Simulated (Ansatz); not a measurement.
## A vibration from a frozen displacement in BN

The calculation used Ansatz 0.2.0, DFT PBEsol, scalar-relativistic, plane waves, PAW. Cutoff 420 eV, Γ-centred 12×12×4 k-points, Gaussian smearing of 0.05 eV. No spin polarisation. Energies are free energies at this smearing, counted from the undisturbed cell; pressure is positive in compression.

The undisturbed cell (relaxed at this level):

```
B N
1.0
     2.50435    0.00000    0.00000
    -1.25217    2.16883    0.00000
     0.00000    0.00000    7.01910
B N
2 2
Direct
  0.33333 0.66667 0.25000
  0.66667 0.33333 0.75000
  0.33333 0.66667 0.75000
  0.66667 0.33333 0.25000
```

The cell holds layers and no dispersion correction was added, so their binding is poorly described.

Every B atom is moved by x along the Cartesian unit vector (0.707, 0.707, 0.000); the cell and all other atoms stay fixed. The cell's volume is 38.12 Å³; the moved atoms weigh 21.620 u together and the others 28.014 u. Some rows repeat others by symmetry and weren't run.

| x (Å) | ΔE (meV/cell) | total force on the moved atoms along the move (eV/Å) | pressure (GPa) |
| --- | --- | --- | --- |
| -0.1000 | 417.83 | 8.3912 | 3.6504 |
| -0.0875 | 319.59 | 7.3277 | 2.7938 |
| -0.0750 | 234.61 | 6.2703 | 2.0523 |
| -0.0625 | 162.81 | 5.2180 | 1.4259 |
| -0.0500 | 104.14 | 4.1697 | 0.9139 |
| -0.0375 | 58.55 | 3.1246 | 0.5161 |
| -0.0250 | 26.02 | 2.0818 | 0.2321 |
| -0.0125 | 6.50 | 1.0406 | 0.0618 |
| 0.0000 | 0.00 | 0.0000 | 0.0050 |
| 0.0125 | 6.50 | -1.0406 | 0.0618 |
| 0.0250 | 26.02 | -2.0818 | 0.2321 |
| 0.0375 | 58.55 | -3.1246 | 0.5161 |
| 0.0500 | 104.14 | -4.1697 | 0.9139 |
| 0.0625 | 162.81 | -5.2180 | 1.4259 |
| 0.0750 | 234.61 | -6.2703 | 2.0523 |
| 0.0875 | 319.59 | -7.3277 | 2.7938 |
| 0.1000 | 417.83 | -8.3912 | 3.6504 |

What frequency belongs to this motion?

The force constant is k = −dF/dx = 83.246 eV/Å², from the parabola through x = -0.0125, 0 and 0.0125. In every cell the moved atoms swing against the rest, so the mass is μ = m₁m₂/(m₁ + m₂) = 12.203 u, and ν̃ = 521.5 cm⁻¹ × √(|k|/μ) = 1362 cm⁻¹. To first order in x, and within 1 %, the force on every atom lies along the move and, within each of the two groups, in proportion to the atom's mass, so this is itself a mode at the zone centre of this cell, taken without macroscopic field (the transverse frequency in a polar insulator).

How far does the harmonic law reach?

At x = -0.100 Å, kx²/2 = 416.23 meV against the computed 417.83 meV (+0.4 %): the well is still close to harmonic there.

The pressure changes with x². What does that say about the frequency under compression?

With E = k(V)x²/2, k ∝ V^(−2γ) and x scaling with the cell as V^(1/3), P − P0 = −∂E/∂V = (2γ − 2/3) ΔE/V. At x = 0.0250 Å, V(P − P0) = 38.12 × 0.22703 / 160.2 eV = 54.02 meV and ΔE = 26.02 meV, so γ = 1/3 + V(P − P0)/(2ΔE) = 1.37. This is the Grüneisen parameter of the motion under uniform scaling of the cell: shrinking the cell evenly by 1 % in volume raises the frequency by about 1.37 %.

Cost: 9 runs of about 1.2 core-minutes in all, on AMD EPYC 7R43 (Zen 3) (shared hosts).

The value of 1362 cm⁻¹ fits the strong in-plane infrared band of hexagonal BN. It is this high because two light atoms move against each other within a stiff sheet of short sp² σ bonds, with some added π bonding. The weak forces between layers hardly enter, so the frequency should depend little on the layer spacing.

The exact evenness of the energy in x doesn't mean that each sheet is free of cubic anharmonicity. A single sheet has no inversion centre and allows a cubic term, but in this stacking neighbouring sheets are related by inversion and their cubic terms cancel. The small excess over the parabola therefore reflects only the even terms that remain.

The Grüneisen parameter of 1.37 reflects the stiffening of B–N bonds as they shorten under even scaling. Under hydrostatic pressure the soft interlayer gaps would take up most of the volume change, so the relative frequency shift per relative volume change should be much smaller, and this value shouldn't be compared directly with one from such a measurement.
